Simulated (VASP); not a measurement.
The system is Mg2ZnO3.

```
Mg Zn O
1.0
     2.42677    1.40109    3.88946
    -2.42677    1.40109    3.88946
     0.00000   -2.80219    3.88946
Mg Zn O
2 1 3
Direct
  0.62478 0.62478 0.62478
  0.37522 0.37522 0.37522
  0.00000 0.00000 0.00000
  0.00000 0.50000 0.00000
  0.50000 0.00000 0.00000
  0.00000 0.00000 0.50000
```

The cell was built by a generator and needn't be a form met in nature.

* Program: VASP 6.6.1
* Task: relaxation of cell and atoms
* Functional: PBE
* Potentials or basis: VASP PAW PBE potentials, release 64 (Mg, Zn, O)
* Cutoff: 520 eV
* k mesh: 4 × 4 × 4
* Occupations: gaussian, width 0.15 eV
* Spin: no spin polarisation

At the start: pressure -8.4 GPa; volume 13.22 Å³/atom.

Problem. Where does the relaxation end?

Solution. Over 21 steps the energy falls by 1448.9 meV/atom and the volume is 12.76 Å³/atom (-3.5 %); space group R-3m (No. 166, to 0.05 Å).

The path:
| step | energy change (eV) | largest force (eV/Å) | pressure (GPa) | volume (Å³) |
| --- | --- | --- | --- | --- |
| 1 | 0.0000 | 0.1359 | -8.39 | 79.35 |
| 2 | -2.5427 | 2.0282 | -5.19 | 71.08 |
| 3 | -4.3196 | 7.1236 | 14.47 | 60.63 |
| 4 | -4.8110 | 7.2576 | 19.51 | 59.39 |
| 5 | -4.8762 | 6.8657 | 33.31 | 56.76 |
| 6 | -6.1588 | 4.1633 | 25.44 | 59.04 |
| 7 | -7.1677 | 1.1568 | 19.17 | 62.60 |
| 8 | -6.7030 | 3.5860 | 17.99 | 70.05 |
| 9 | -7.3492 | 0.3972 | 19.92 | 65.00 |
| 10 | -7.9972 | 0.5371 | 6.85 | 68.52 |
| 11 | -8.3112 | 1.7561 | -5.05 | 74.98 |
| 12 | -8.3221 | 1.6333 | -3.25 | 74.09 |
| 13 | -8.4580 | 1.3466 | -2.59 | 73.71 |
| 14 | -8.5918 | 0.7580 | 1.02 | 72.91 |
| 15 | -8.5958 | 0.6314 | 1.93 | 72.73 |
| 16 | -8.6378 | 0.4473 | 1.85 | 73.48 |
| 17 | -8.6846 | 0.1073 | 1.10 | 75.64 |
| 18 | -8.6848 | 0.0468 | 1.28 | 75.40 |
| 19 | -8.6920 | 0.0944 | -0.35 | 76.54 |
| 20 | -8.6920 | 0.0989 | -0.18 | 76.55 |
| 21 | -8.6934 | 0.0632 | 0.05 | 76.53 |

Final structure:
```
Mg Zn O
1.0
     2.79321    1.61266    2.83173
    -2.79321    1.61266    2.83173
     0.00000   -3.22532    2.83173
Mg Zn O
2 1 3
Direct
  0.70462 0.70462 0.70462
  0.29538 0.29538 0.29538
  0.00000 0.00000 0.00000
  0.00000 0.50000 0.00000
  0.50000 0.00000 0.00000
  0.00000 0.00000 0.50000
```

Caveat: the k mesh is coarse (spacing up to 0.40 Å⁻¹), so the values aren't converged.
